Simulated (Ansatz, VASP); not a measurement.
# Al2O3 (Al2O3 (R-3c)): VASP beside Ansatz

Aim: how closely do two programs agree when they are given the same cell, functional and k mesh? Of the first pair: The structure shown is the start of the Ansatz relaxation below; VASP solves that cell, so the two are compared at the walk's first step.

Program: Ansatz 0.2.0. Level of theory: plane waves, with VASP 6.6.1 beside it; single point at PBE. Results are calculated unless marked as measured.

## (1) Starting point

The cell holds 80 atoms: 32 Al and 48 O. Its edges and angles: a = 10.361 Å, b = 10.361 Å, c = 10.361 Å, α = 55.3°, β = 55.3°, γ = 55.3°.

## (2) Ansatz: relaxation, PBE

Ansatz runs on its PAW soft_1 files.

The two programs are compared at the cell with which this relaxation starts, whose forces are those of its first step.

input.yaml

```yaml
crystal:
  lattice:
    - [4.8078835235, 2.7758328465, 8.7484141825]
    - [-4.8078835235, 2.7758328465, 8.7484141825]
    - [0.0, -5.5516656931, 8.7484141825]
  atoms:
    - { symbol: Al, position: [0.3239438534, 0.3239438534, 0.3239438534] }
    - { symbol: Al, position: [0.4260561466, 0.4260561466, 0.4260561466] }
    - { symbol: Al, position: [0.0739438534, 0.0739438534, 0.0739438534] }
    - { symbol: Al, position: [0.1760561466, 0.1760561466, 0.1760561466] }
    - { symbol: O, position: [0.2219254308, 0.0280745692, 0.375] }
    - { symbol: O, position: [0.4719254308, 0.125, 0.2780745692] }
    - { symbol: O, position: [0.0280745692, 0.375, 0.2219254308] }
    - { symbol: O, position: [0.375, 0.2219254308, 0.0280745692] }
    - { symbol: O, position: [0.125, 0.2780745692, 0.4719254308] }
    - { symbol: O, position: [0.2780745692, 0.4719254308, 0.125] }
    - { symbol: Al, position: [0.3239438534, 0.3239438534, 0.8239438534] }
    - { symbol: Al, position: [0.4260561466, 0.4260561466, 0.9260561466] }
    - { symbol: Al, position: [0.0739438534, 0.0739438534, 0.5739438534] }
    - { symbol: Al, position: [0.1760561466, 0.1760561466, 0.6760561466] }
    - { symbol: O, position: [0.2219254308, 0.0280745692, 0.875] }
    - { symbol: O, position: [0.4719254308, 0.125, 0.7780745692] }
    - { symbol: O, position: [0.0280745692, 0.375, 0.7219254308] }
    - { symbol: O, position: [0.375, 0.2219254308, 0.5280745692] }
    - { symbol: O, position: [0.125, 0.2780745692, 0.9719254308] }
    - { symbol: O, position: [0.2780745692, 0.4719254308, 0.625] }
    - { symbol: Al, position: [0.3239438534, 0.8239438534, 0.3239438534] }
    - { symbol: Al, position: [0.4260561466, 0.9260561466, 0.4260561466] }
    - { symbol: Al, position: [0.0739438534, 0.5739438534, 0.0739438534] }
    - { symbol: Al, position: [0.1760561466, 0.6760561466, 0.1760561466] }
    - { symbol: O, position: [0.2219254308, 0.5280745692, 0.375] }
    - { symbol: O, position: [0.4719254308, 0.625, 0.2780745692] }
    - { symbol: O, position: [0.0280745692, 0.875, 0.2219254308] }
    - { symbol: O, position: [0.375, 0.7219254308, 0.0280745692] }
    - { symbol: O, position: [0.125, 0.7780745692, 0.4719254308] }
    - { symbol: O, position: [0.2780745692, 0.9719254308, 0.125] }
    - { symbol: Al, position: [0.3239438534, 0.8239438534, 0.8239438534] }
    - { symbol: Al, position: [0.4260561466, 0.9260561466, 0.9260561466] }
    - { symbol: Al, position: [0.0739438534, 0.5739438534, 0.5739438534] }
    - { symbol: Al, position: [0.1760561466, 0.6760561466, 0.6760561466] }
    - { symbol: O, position: [0.2219254308, 0.5280745692, 0.875] }
    - { symbol: O, position: [0.4719254308, 0.625, 0.7780745692] }
    - { symbol: O, position: [0.0280745692, 0.875, 0.7219254308] }
    - { symbol: O, position: [0.375, 0.7219254308, 0.5280745692] }
    - { symbol: O, position: [0.125, 0.7780745692, 0.9719254308] }
    - { symbol: O, position: [0.2780745692, 0.9719254308, 0.625] }
    - { symbol: Al, position: [0.8239438534, 0.3239438534, 0.3239438534] }
    - { symbol: Al, position: [0.9260561466, 0.4260561466, 0.4260561466] }
    - { symbol: Al, position: [0.5739438534, 0.0739438534, 0.0739438534] }
    - { symbol: Al, position: [0.6760561466, 0.1760561466, 0.1760561466] }
    - { symbol: O, position: [0.7219254308, 0.0280745692, 0.375] }
    - { symbol: O, position: [0.9719254308, 0.125, 0.2780745692] }
    - { symbol: O, position: [0.5280745692, 0.375, 0.2219254308] }
    - { symbol: O, position: [0.875, 0.2219254308, 0.0280745692] }
    - { symbol: O, position: [0.625, 0.2780745692, 0.4719254308] }
    - { symbol: O, position: [0.7780745692, 0.4719254308, 0.125] }
    - { symbol: Al, position: [0.8239438534, 0.3239438534, 0.8239438534] }
    - { symbol: Al, position: [0.9260561466, 0.4260561466, 0.9260561466] }
    - { symbol: Al, position: [0.5739438534, 0.0739438534, 0.5739438534] }
    - { symbol: Al, position: [0.6760561466, 0.1760561466, 0.6760561466] }
    - { symbol: O, position: [0.7219254308, 0.0280745692, 0.875] }
    - { symbol: O, position: [0.9719254308, 0.125, 0.7780745692] }
    - { symbol: O, position: [0.5280745692, 0.375, 0.7219254308] }
    - { symbol: O, position: [0.875, 0.2219254308, 0.5280745692] }
    - { symbol: O, position: [0.625, 0.2780745692, 0.9719254308] }
    - { symbol: O, position: [0.7780745692, 0.4719254308, 0.625] }
    - { symbol: Al, position: [0.8239438534, 0.8239438534, 0.3239438534] }
    - { symbol: Al, position: [0.9260561466, 0.9260561466, 0.4260561466] }
    - { symbol: Al, position: [0.5739438534, 0.5739438534, 0.0739438534] }
    - { symbol: Al, position: [0.6760561466, 0.6760561466, 0.1760561466] }
    - { symbol: O, position: [0.7219254308, 0.5280745692, 0.375] }
    - { symbol: O, position: [0.9719254308, 0.625, 0.2780745692] }
    - { symbol: O, position: [0.5280745692, 0.875, 0.2219254308] }
    - { symbol: O, position: [0.875, 0.7219254308, 0.0280745692] }
    - { symbol: O, position: [0.625, 0.7780745692, 0.4719254308] }
    - { symbol: O, position: [0.7780745692, 0.9719254308, 0.125] }
    - { symbol: Al, position: [0.8239438534, 0.8239438534, 0.8239438534] }
    - { symbol: Al, position: [0.9260561466, 0.9260561466, 0.9260561466] }
    - { symbol: Al, position: [0.5739438534, 0.5739438534, 0.5739438534] }
    - { symbol: Al, position: [0.6760561466, 0.6760561466, 0.6760561466] }
    - { symbol: O, position: [0.7219254308, 0.5280745692, 0.875] }
    - { symbol: O, position: [0.9719254308, 0.625, 0.7780745692] }
    - { symbol: O, position: [0.5280745692, 0.875, 0.7219254308] }
    - { symbol: O, position: [0.875, 0.7219254308, 0.5280745692] }
    - { symbol: O, position: [0.625, 0.7780745692, 0.9719254308] }
    - { symbol: O, position: [0.7780745692, 0.9719254308, 0.625] }
basis:
  ecutwfc: 420
  xc_grid: 2
hamiltonian:
  xc: pbe
  pseudopotentials: { kind: paw, azcp: { folder: soft_1 } }
kpoints:
  mp_grid: { grid: [1, 1, 1] }
scf:
  occupations: { method: fermi_dirac, width: 0.01 }
  max_iter: 100
  lower_state_search: "off"
output:
  forces: true
relax:
  f_tol: 0.015
  max_steps: 120
  random_displacement: { amplitude: 0.06, seed: 9071 }
checkpoint:
  write: "../pristine.rattled.run"
  compress: false
  write_wavefunctions: false
  write_every: 100000
```

On the command line:

```bash
$ ansatz run input.yaml --threads 8 --pin off --max-ram 15073MiB --backend cpu --events-out ev --progress --plain --runs-dir out
```

Numbers of over 12 decimals in the logs are rounded to 6 here.

Log:

```text
Engine: ansatz 0.2.0, x86_64-unknown-linux-gnu
Pseudopotentials: kind: paw
Pseudopotential: Al, paw, valence charge 3, recommended cutoff 420 eV (normal), soft_1/Al.paw.azcp
Pseudopotential: O, paw, valence charge 6, recommended cutoff 420 eV (normal), soft_1/O.paw.azcp
Functional definition: PBE
  parameter kappa = 0.804
  parameter beta = 0.066725
  exchange = pbe_x(kappa = kappa, mu = beta*pi^2/3)
  correlation = pbe_c(beta = beta)
Crystal: 80 atoms, lattice volume = 700.532 Å³
Basis set: ecut = 420 eV, 13721 PW (Γ), exchange–correlation on 144×144×144 points (8 copies of the dense FFT grid, shifted against one another)
Bands: 272, of which v1, the nominal top of the filled ones, is band 192 counted from 1 (191 counted from 0)
Symmetry: 1 space group operations
k-points: 1
Non-local potential: Al, projectors of the file, l = 0: 2, l = 1: 2, l = 2: 1
Non-local potential: O, projectors of the file, l = 0: 2, l = 1: 2, l = 2: 1
PAW form: soft (Blöchl's): semilocal exchange-correlation on the pseudo side does not see the compensation charge
PAW one-centre angular grid: Al, 110 points (default); XC on 64 Gauss nodes
PAW one-centre angular grid: O, 110 points (default); XC on 64 Gauss nodes
Initial density: superposition of atomic densities (chi_scale 0.1, normalization cell, long waves kept (reshape's long-wave potential 0.04 eV rms))
Initial wavefunctions: pseudopotential atomic-orbital guess
Functional: x = pbe(κ = 0.804, μ = 0.219515), c = pbe(β = 0.066725)
SCF iter   1: F=—  HF=-44583.487837 eV  |F-HF|=—  |Δ(HF+E_count)|=         —  Δρ=1.29e-1  dr2=1.10e2  ethr=3.10e-3  ⟨swp⟩=6.0  Hψ=1151  notcnv=0  defer=42
preconditioner: auto → Resta (q_TF=auto, 2.468 Å⁻¹)  ε∞=3.3  [insulator: Δε(μ)=6.626 eV  Ē_g=18.091 eV  σ=0.010 eV  W_gap=1.00  n_scr=174 (ndim 8)  ℏωp=27.5 eV  f_vac=0.000  D(μ)=0.00/eV (n_scr^D=0)  ε∞_Penn≈3.3]
SCF iter   2: F=—  HF=-44555.031032 eV  |F-HF|=—  |Δ(HF+E_count)|=    2.85e1  Δρ=4.30e-2  dr2=6.33e0  ethr=3.10e-3  ⟨swp⟩=3.0  Hψ=512  notcnv=0  defer=76
SCF iter   3: F=—  HF=-44554.269422 eV  |F-HF|=—  |Δ(HF+E_count)|=   7.62e-1  Δρ=2.20e-2  dr2=1.94e0  ethr=1.65e-3  ⟨swp⟩=2.0  Hψ=200  notcnv=0  defer=76
SCF iter   4: F=—  HF=-44554.246602 eV  |F-HF|=—  |Δ(HF+E_count)|=   2.28e-2  Δρ=1.82e-3  dr2=1.30e-2  ethr=5.05e-4  ⟨swp⟩=3.0  Hψ=392  notcnv=0  defer=76
SCF iter   5: F=—  HF=-44554.257676 eV  |F-HF|=—  |Δ(HF+E_count)|=   1.11e-2  Δρ=1.10e-3  dr2=5.95e-3  ethr=3.39e-6  ⟨swp⟩=4.0  Hψ=396  notcnv=0  defer=76
SCF iter   6: F=—  HF=-44554.257992 eV  |F-HF|=—  |Δ(HF+E_count)|=   3.16e-4  Δρ=1.95e-4  dr2=2.60e-4  ethr=1.55e-6  ⟨swp⟩=2.0  Hψ=391  notcnv=0  defer=76
SCF iter   7: F=—  HF=-44554.258726 eV  |F-HF|=—  |Δ(HF+E_count)|=   7.34e-4  Δρ=7.92e-5  dr2=3.70e-5  ethr=6.76e-8  ⟨swp⟩=2.0  Hψ=421  notcnv=0  defer=76
SCF iter   8: F=—  HF=-44554.258739 eV  |F-HF|=—  |Δ(HF+E_count)|=   1.31e-5  Δρ=5.71e-5  dr2=1.59e-5  ethr=1.46e-9  ⟨swp⟩=5.0  Hψ=812  notcnv=0
SCF iter   9: F=-44554.258736 eV  HF=-44554.258736 eV  |F-HF|=1.11e-7  |Δ(HF+E_count)|=   3.16e-6  Δρ=6.09e-6  dr2=1.65e-7  ethr=1.46e-9  ⟨swp⟩=3.0  Hψ=855  notcnv=0
SCF 1 converged in 9 iterations: F = -44554.258736 eV  dr2 = 1.65e-7
  greatest PAW one-centre occupation: 0.859 electrons in one spin orbital (limit 2), on the O atom at site 17 (counted from 0), in its partial waves of l = 0
relax step   1: F+E_penalty+E_count = -44554.25873622 eV  Δ(F+E_penalty+E_count) = +0.000e0 eV  max|allowed force component| = 1.882e0 eV/Å  Δτ_max = 0.0000 Å  (9 SCF iters, dr2 threshold 5.63e-6 eV, accepted)
Initial density: handed on by an earlier stage of this run
Initial wavefunctions: those handed on with the density
iter 1 solved again at ethr=7.07e-5 eV; its pass at ethr=3.10e-3 eV (dr2=2.71e-1 eV) is discarded
SCF iter   1: F=—  HF=-44555.976846 eV  |F-HF|=—  |Δ(HF+E_count)|=         —  Δρ=6.10e-3  dr2=2.72e-1  ethr=7.07e-5  ⟨swp⟩=2.0  Hψ=919  notcnv=0  defer=76
preconditioner: auto → Resta (q_TF=auto, 2.468 Å⁻¹)  ε∞=3.5  [insulator: Δε(μ)=5.777 eV  Ē_g=17.231 eV  σ=0.010 eV  W_gap=1.00  n_scr=174 (ndim 8)  ℏωp=27.5 eV  f_vac=0.000  D(μ)=0.00/eV (n_scr^D=0)  ε∞_Penn≈3.5]
SCF iter   2: F=—  HF=-44555.901745 eV  |F-HF|=—  |Δ(HF+E_count)|=   7.51e-2  Δρ=2.96e-3  dr2=6.99e-2  ethr=7.07e-5  ⟨swp⟩=4.0  Hψ=347  notcnv=0  defer=76
SCF iter   3: F=—  HF=-44555.881063 eV  |F-HF|=—  |Δ(HF+E_count)|=   2.07e-2  Δρ=9.01e-4  dr2=4.26e-3  ethr=1.82e-5  ⟨swp⟩=3.0  Hψ=421  notcnv=0  defer=76
SCF iter   4: F=—  HF=-44555.880237 eV  |F-HF|=—  |Δ(HF+E_count)|=   8.26e-4  Δρ=2.79e-4  dr2=4.76e-4  ethr=1.11e-6  ⟨swp⟩=3.0  Hψ=389  notcnv=0  defer=76
SCF iter   5: F=-44555.880183 eV  HF=-44555.880188 eV  |F-HF|=4.44e-6  |Δ(HF+E_count)|=   4.96e-5  Δρ=5.81e-5  dr2=2.38e-5  ethr=2.60e-8  ⟨swp⟩=3.0  Hψ=775  notcnv=0
SCF 2 converged in 5 iterations: F = -44555.880183 eV  dr2 = 2.38e-5
[...]
atom  43  Al    -0.00008268     0.00014027    -0.00028228
  atom  44  Al     0.00010519    -0.00019434     0.00008365
  atom  45  O     -0.00030398     0.00014598    -0.00006021
  atom  46  O     -0.00020598    -0.00019787     0.00019515
  atom  47  O      0.00016840    -0.00003689    -0.00011595
  atom  48  O      0.00011896     0.00006016    -0.00004417
  atom  49  O      0.00002424     0.00010309     0.00002869
  atom  50  O      0.00027147     0.00014415    -0.00003650
  atom  51  Al     0.00028643    -0.00000143     0.00011148
  atom  52  Al    -0.00009215     0.00000641    -0.00015469
  atom  53  Al     0.00022746    -0.00012445     0.00015248
  atom  54  Al    -0.00006516     0.00008159     0.00009774
  atom  55  O      0.00002765    -0.00004194    -0.00005063
  atom  56  O     -0.00001342    -0.00001747     0.00009891
  atom  57  O     -0.00010916     0.00012973     0.00032542
  atom  58  O     -0.00003344     0.00013106     0.00024191
  atom  59  O      0.00007258    -0.00001512    -0.00005031
  atom  60  O     -0.00008057    -0.00023987     0.00027590
  atom  61  Al    -0.00009604    -0.00000846    -0.00020032
  atom  62  Al     0.00030310     0.00018391     0.00006249
  atom  63  Al    -0.00033095     0.00001246     0.00018598
  atom  64  Al    -0.00015559     0.00027650    -0.00001064
  atom  65  O     -0.00003566     0.00016387     0.00025234
  atom  66  O     -0.00012776    -0.00000529     0.00020363
[...]
atom  73  Al    -0.00004703     0.00025686    -0.00017374
  atom  74  Al     0.00030139    -0.00017798     0.00003923
  atom  75  O      0.00016477    -0.00001468     0.00022790
  atom  76  O     -0.00009564    -0.00022570    -0.00013485
  atom  77  O      0.00006820     0.00012178    -0.00023068
  atom  78  O      0.00014406     0.00013797    -0.00031342
  atom  79  O     -0.00016518    -0.00003017    -0.00019745
  atom  80  O     -0.00006363    -0.00001488     0.00002607
  max |Σ_I F_I| component: 8.87e-6 eV/Å
--- Relaxed structure (5 steps of the walk, 5 accepted, 0 SCFs on fresh bases) ---
  F+E_penalty+E_count = -44556.80771598 eV   max|allowed force component| = 5.363e-4 eV/Å
  atoms:
    - { symbol: Al, position: [0.324369, 0.323211, 0.324093] }
    - { symbol: Al, position: [0.426526, 0.425377, 0.426242] }
    - { symbol: Al, position: [0.074371, 0.073209, 0.074089] }
    - { symbol: Al, position: [0.176529, 0.175376, 0.176240] }
    - { symbol: O, position: [0.222222, 0.027519, 0.375163] }
    - { symbol: O, position: [0.472220, 0.124293, 0.278396] }
    - { symbol: O, position: [0.028675, 0.374295, 0.221934] }
    - { symbol: O, position: [0.375453, 0.221064, 0.028394] }
    - { symbol: O, position: [0.125447, 0.277521, 0.471934] }
    - { symbol: O, position: [0.278676, 0.471065, 0.125170] }
    - { symbol: Al, position: [0.324376, 0.323215, 0.824083] }
    - { symbol: Al, position: [0.426527, 0.425370, 0.926251] }
    - { symbol: Al, position: [0.074372, 0.073215, 0.574083] }
    - { symbol: Al, position: [0.176522, 0.175373, 0.676249] }
    - { symbol: O, position: [0.222217, 0.027520, 0.875168] }
    - { symbol: O, position: [0.472220, 0.124292, 0.778394] }
    - { symbol: O, position: [0.028675, 0.374296, 0.721937] }
    - { symbol: O, position: [0.375445, 0.221065, 0.528393] }
    - { symbol: O, position: [0.125454, 0.277518, 0.971935] }
    - { symbol: O, position: [0.278681, 0.471068, 0.625163] }
    - { symbol: Al, position: [0.324368, 0.823222, 0.324087] }
    - { symbol: Al, position: [0.426532, 0.925368, 0.426250] }
    - { symbol: Al, position: [0.074367, 0.573218, 0.074085] }
    - { symbol: Al, position: [0.176528, 0.675370, 0.176247] }
    - { symbol: O, position: [0.222218, 0.527524, 0.375169] }
    - { symbol: O, position: [0.472218, 0.624299, 0.278392] }
    - { symbol: O, position: [0.028676, 0.874288, 0.221942] }
    - { symbol: O, position: [0.375448, 0.721062, 0.028395] }
    - { symbol: O, position: [0.125445, 0.777525, 0.471942] }
    - { symbol: O, position: [0.278679, 0.971064, 0.125164] }
    - { symbol: Al, position: [0.324366, 0.823212, 0.824090] }
    - { symbol: Al, position: [0.426525, 0.925374, 0.926243] }
    - { symbol: Al, position: [0.074369, 0.573217, 0.574092] }
    - { symbol: Al, position: [0.176531, 0.675373, 0.676247] }
    - { symbol: O, position: [0.222223, 0.527520, 0.875168] }
    - { symbol: O, position: [0.472220, 0.624290, 0.778397] }
    - { symbol: O, position: [0.028677, 0.874294, 0.721940] }
    - { symbol: O, position: [0.375449, 0.721067, 0.528397] }
    - { symbol: O, position: [0.125445, 0.777522, 0.971938] }
    - { symbol: O, position: [0.278674, 0.971067, 0.625166] }
    - { symbol: Al, position: [0.824368, 0.323211, 0.324087] }
    - { symbol: Al, position: [0.926527, 0.425370, 0.426243] }
    - { symbol: Al, position: [0.574371, 0.073213, 0.074092] }
    - { symbol: Al, position: [0.676528, 0.175374, 0.176245] }
[...]
- { symbol: Al, position: [0.824365, 0.323220, 0.824085] }
    - { symbol: Al, position: [0.926531, 0.425369, 0.926247] }
    - { symbol: Al, position: [0.574365, 0.073218, 0.574086] }
    - { symbol: Al, position: [0.676529, 0.175366, 0.676247] }
[...]
- { symbol: Al, position: [0.824373, 0.823213, 0.324088] }
    - { symbol: Al, position: [0.926523, 0.925373, 0.426251] }
    - { symbol: Al, position: [0.574371, 0.573214, 0.074084] }
    - { symbol: Al, position: [0.676524, 0.675370, 0.176250] }
[...]
- { symbol: O, position: [0.625450, 0.777521, 0.471941] }
    - { symbol: O, position: [0.778677, 0.971066, 0.125167] }
    - { symbol: Al, position: [0.824371, 0.823211, 0.824092] }
    - { symbol: Al, position: [0.926524, 0.925377, 0.926244] }
    - { symbol: Al, position: [0.574370, 0.573208, 0.574093] }
    - { symbol: Al, position: [0.676524, 0.675378, 0.676243] }
    - { symbol: O, position: [0.722218, 0.527523, 0.875163] }
    - { symbol: O, position: [0.972225, 0.624290, 0.778397] }
    - { symbol: O, position: [0.528672, 0.874296, 0.721940] }
    - { symbol: O, position: [0.875446, 0.721067, 0.528400] }
    - { symbol: O, position: [0.625449, 0.777521, 0.971937] }
    - { symbol: O, position: [0.778675, 0.971064, 0.625170] }
```

[end of part 1 of 2]

[Lines on the potential files, build, host, timing and source positions are cut from VASP's logs without a mark.]

[Logs are printed without paths, hosts, clocks, repeated set-up lines and the standing remarks that a program may print on its own settings, such as how far it seeks lower states.]

[Hosts, paths, dates, database ids (printed as entryN), source tags and the programs' standing remarks are cut or masked in the printed files.]
